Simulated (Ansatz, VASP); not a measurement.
Pb in VASP and in Ansatz

```
Pb
1.0
     7.27327    0.00000    0.00000
     0.00000    7.27327    0.00000
     0.00000    0.00000    7.69109
Pb
12
Direct
  0.34116 0.34256 0.50000
  0.15884 0.84256 0.50000
  0.65884 0.65744 0.50000
  0.84116 0.15744 0.50000
  0.65744 0.34116 0.00000
  0.84256 0.84116 0.00000
  0.34256 0.65884 0.00000
  0.15744 0.15884 0.00000
  0.00000 0.50000 0.75000
  0.50000 0.00000 0.75000
  0.00000 0.50000 0.25000
  0.50000 0.00000 0.25000
```

Alike in both runs: task single point; functional PBEsol; k mesh 4 × 4 × 4; occupations gaussian, width 0.1 eV; no spin polarisation.

```csv
,VASP,Ansatz
version,VASP 6.6.1,Ansatz 0.2.0
potentials or method,"VASP PAW PBE potentials, release 64 (Pb_d)","scalar-relativistic, plane waves, PAW"
plane-wave cutoff (eV),520,420
valence electrons in the cell,168,168
```

Ansatz gave:

| Quantity | Value |
| --- | --- |
| gap on the k mesh at the Fermi level (eV) | none |
| pressure (GPa) | -2.3 |
| largest component of the traceless stress (GPa) | 0.56 |
| rms of the force components (eV/Å) | 0.033 |

Problem. Estimate VASP's values.

Solution. gap on the k mesh at the Fermi level (eV): none; pressure (GPa): -2.4; largest component of the traceless stress (GPa): 0.56; rms of the force components (eV/Å): 0.033.

Atom by atom the forces differ by 0.000 eV/Å (rms over components). A gap of «none» marks a metal or a gap that the smearing closes. With one functional, cell and mesh, what is left measures potentials, basis and numerics.

Caveats: the PAW data sets were made with another functional, which shifts forces and pressure a little (VASP). The runs have no spin-orbit coupling, so splittings on Pb are missing.
